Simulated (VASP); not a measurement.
H4CO, 36 atoms in the cell. The cell holds a amorphous, 36 atoms: a = 7.619 Å, b = 7.619 Å, c = 7.619 Å, α = 90.00°, β = 90.00°, γ = 90.00°. The cell was built by a generator and needn't be a form met in nature.

- Program: VASP 6.6.1
- Task: single point
- Functional: PBE
- Dispersion: D3(BJ)
- Potentials or basis: VASP PAW PBE potentials, release 64 (C, O, H)
- Cutoff: 520 eV
- k mesh: 1 × 1 × 1
- Occupations: fermi-dirac, width 0.05 eV
- Spin: no spin polarisation
- Dipole correction: no
- Further INCAR settings: LREAL = Auto; ALGO = Fast; EDIFF = 1e-07; NBANDS = 66

Potentials or basis: VASP PAW PBE potentials, release 64 (C, O, H).

Command:

```bash
$ cat potpaw_PBE.64/C/POTCAR potpaw_PBE.64/O/POTCAR potpaw_PBE.64/H/POTCAR > POTCAR
$ mpirun -np 1 vasp_gam > vasp.out
```

Hardware: 1 thread of Intel(R) Xeon(R) Platinum 8488C (Sapphire Rapids) (shared host).

Problem. How long does it take, and how much memory?

Solution. Wall time 58 s on 1 thread of Intel(R) Xeon(R) Platinum 8488C (Sapphire Rapids), on a shared host, peak memory 0.48 GiB. Counts: scf iterations 19, k points 1.
